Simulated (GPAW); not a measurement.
Runs of GPAW 26.7.0 on GaN. It takes space group F-43m (No. 216, cubic). The conventional cell has a = 4.507 Å, b = 4.507 Å, c = 4.507 Å, α = 90.00°, β = 90.00°, γ = 90.00°. Around Ga (site symmetry -43m) lie 4 N at 1.95 Å. N (site symmetry -43m) has 4 Ga at 1.95 Å as nearest neighbours. The cell is a database's computed one.

```tsv
task	level	potentials or basis	spin	k mesh	cutoff (eV)	maxiter	band path	band points	spin axis theta (degrees)	spin axis phi (degrees)	gap on the mesh (eV)	V0 of scaled cells (Å³/atom)	B0 (GPa)
equation of state	revPBE+D4	the program's PAW data sets (release 1.2.1) made for this functional, pw	off	10 × 10 × 10	800	150	-	-	-	-	-	11.71	(c)
equation of state	RPBE+D3(BJ)	the program's PAW data sets (release 1.2.1) made for this functional, pw	off	10 × 10 × 10	800	150	-	-	-	-	-	(b)	221
band structure	BEEF-vdW	GPAW PAW data sets (gpaw-data 1.2.1), pw	SOC, no magnetisation	10 × 10 × 10	800	150	GXWKGLUWLK,UX	80	0	0	1.95	-	-
band structure	r2SCAN	GPAW PAW data sets (gpaw-data 1.2.1), pw	SOC, no magnetisation	10 × 10 × 10	800	150	GXWKGLUWLK,UX	60	90	45	2.29	-	-
single point	PBE0	GPAW PAW data sets (gpaw-data 1.2.1), pw	off	8 × 8 × 8	600	60	-	-	-	-	3.69	-	-
band structure	GLLB-SC	the program's PAW data sets (release 1.2.1) made for this functional, pw	off	10 × 10 × 10	800	150	GXWKGLUWLK,UX	100	-	-	(a)	-	-
```

Alike in all rows: cell as given; smearing fermi-dirac 0.05 eV.

Estimate the missing entries.

(a) 2.99; (b) 11.34; (c) 199.

Caveats: the data sets keep Ga 3d, Li 1s and Be 1s frozen, and some such compounds lay over 1.5 % in volume off other programs (some runs); the PAW data sets were made with another functional, which shifts forces and pressure a little (some runs); spin-orbit coupling was added after a scalar SCF, so levels and gaps hold it while energy, forces, pressure and moments don't (some runs); this program's spin-orbit splittings come out too wide for heavy elements (some runs); the GLLB-SC gap is the Kohn-Sham gap of the path plus the derivative discontinuity (some runs); a model potential gives levels but no total energy (some runs).

A k mesh can miss the band edges, and rows without SOC leave out spin-orbit coupling on Ga.
